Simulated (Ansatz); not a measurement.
Runs of Ansatz 0.2.0 on BN. It takes space group P6_3mc (No. 186, hexagonal). Conventional cell: a = 2.554 Å, b = 2.554 Å, c = 4.227 Å, α = 90.00°, β = 90.00°, γ = 120.00°. N (site symmetry 3m) has 4 B at 1.57 to 1.58 Å as nearest neighbours. B (site symmetry 3m) has 4 N at 1.57 to 1.58 Å as nearest neighbours. Measurements of this composition are mostly on another form, of space group No. 194.

```csv
task,level,potentials or basis,spin,cell,k mesh,cutoff (eV),smearing,driver,optimizer,fmax,steps,filter,other keys,gap on the mesh (eV),pressure (GPa),moment (μB),largest force (eV/Å)
projected density of states,BLYP,JTH PAW,off,"atoms moved at random, drawn with an rms of 0.02 Å",9 × 9 × 5,1320,methfessel-paxton 0.05 eV,chain,-,-,-,-,-,5.60,6.4,-,0.70
relaxation of cell and atoms,SVWN5,JTH PAW,off,relaxed,12 × 12 × 6,800,fermi-dirac 0.1 eV,calculator,LBFGS,0.01,30,FrechetCellFilter,basis.ecutwfc = 58.8 Ry,(a),0.0,-,-
electron localisation function,SVWN5,JTH PAW LDA,"non-collinear, antiferromagnetic start",as given,12 × 12 × 6,1350,fermi-dirac 0.025 eV,chain,-,-,-,-,-,4.98,-14.3,0.00,0.02
projected density of states,RPBE+D4,Ansatz PAW polarizable,"collinear, antiferromagnetic start",cell strained at random at fixed volume,9 × 9 × 5,420,gaussian 0.02 eV,chain,-,-,-,-,hamiltonian.xc = rpbe,5.11,-8.6,0.00,0.18
projected density of states,BLYP,JTH PAW,off,"atoms moved at random, drawn with an rms of 0.02 Å",9 × 9 × 5,1320,methfessel-paxton 0.05 eV,-,-,-,-,-,-,5.60,6.4,-,0.70
```

**Question.** Estimate the missing entries.

**Answer.** (a) 4.91.

Caveats: odd divisions of the mesh miss points on the zone boundary, where band edges often lie, so the gap on the mesh can be too wide (some runs); the potentials were made for another functional, which shifts forces and pressure (some runs); the starting moments weren't kept (some runs); the cutoff lies under the one recommended for these potentials (some runs).

A k mesh can miss the band edges.
